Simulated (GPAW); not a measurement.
Write an ASE script for GPAW 26.7.0 that does the following.

| Quantity | Value |
| --- | --- |
| Task | band structure |
| Functional | PBEsol |
| Potentials or basis | PAW data sets generated in the run's folder for this functional |
| Cutoff | 600 eV |
| Basis | pw |
| k mesh | 11 × 11 × 11 |
| Occupations | fermi-dirac, width 0.05 eV |
| Spin | no spin polarisation |
| Maxiter | 150 |
| Band path | GXWKGLUWLK,UX |
| Band points | 60 |

Au:

```
Au
1.0
     0.00000    2.03500    2.03500
     2.03500    0.00000    2.03500
     2.03500    2.03500    0.00000
Au
1
Direct
  0.00000 0.00000 0.00000
```

These files were run (other wordings do the same):

run.py

```python
from ase import Atoms
from ase.dft.bandgap import bandgap
from ase.io import write
from ase.units import GPa
from gpaw import GPAW, PW, setup_paths

setup_paths.insert(0, '.')

atoms = Atoms(['Au'],
              cell=[[0.0, 2.035, 2.035],
                    [2.035, 0.0, 2.035],
                    [2.035, 2.035, 0.0]],
              scaled_positions=[[0.0, 0.0, 0.0]],
              pbc=True)

calc = GPAW(mode=PW(600),
            xc='PBEsol',
            kpts={'size': (11, 11, 11), 'gamma': True},
            occupations={'name': 'fermi-dirac', 'width': 0.05},
            nbands=14,
            convergence={'density': 1e-05, 'energy': 1e-05},
            maxiter=150,
            txt='gpaw.txt')
atoms.calc = calc
energy = atoms.get_potential_energy()
forces = atoms.get_forces()
stress = atoms.get_stress()
calc.write('gs.gpw')
write('result.traj', atoms)
print(f'Energy: {energy:.6f} eV')
print('Forces (eV/A):')
print(forces.round(4))
print('Stress (GPa):', (stress / GPa).round(3))
print('Fermi level:', round(calc.get_fermi_level(), 4), 'eV')
print(f'Gap: {bandgap(calc)[0]:.4f} eV, direct: {bandgap(calc, direct=True)[0]:.4f} eV')

path = atoms.cell.bandpath('GXWKGLUWLK,UX', npoints=60, eps=1e-4)
bs_calc = calc.fixed_density(kpts=path, symmetry='off', nbands=21,
                             convergence={'bands': 'CBM+6.0', 'eigenstates': 1e-6}, txt='bands.txt')
bs = bs_calc.band_structure()
bs.write('bs.json')
print(f'Gap on the path: {bandgap(bs_calc)[0]:.4f} eV')
```

Potentials or basis: PAW data sets generated in the run's folder for this functional, pw.

Command:

```bash
$ gpaw-setup -f PBEsol Au
$ OMP_NUM_THREADS=1 python run.py
```

It gave:

```
Pressure                : 4.7 GPa
Band gap along the path : none (metal or under the smearing width)
```

Caveat: with this Au data set, volumes or pressures lay over 1.5 % or 2 GPa off other programs in two to four cells of ten; spin-orbit coupling is left out, which moves the levels of the heavy elements.

Wall time 12 s on 1 thread of Intel(R) Xeon(R) 6975P-C (Granite Rapids), with other jobs on the host, peak memory 0.17 GiB.
